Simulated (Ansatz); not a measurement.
Level of theory: DFT PBE, scalar-relativistic, plane waves, PAW in Ansatz. All cells share a 420 eV cutoff and Γ-centred k meshes spaced at most 0.3 Å⁻¹ (0.19 for metals, 2π included).

Temperature and zero-point effects are left out. Larger cells and other orderings weren't all tried, so the list isn't exhaustive. For metals, differences of a few meV/atom aren't resolved. No run is spin-polarised.

(1) Which is lower for In3Se2, the tetradymite or the corundum structure, and by how much?

## Answers

(1) The tetradymite structure, by 190 meV/atom. It takes 28.0 Å³/atom against 32.9.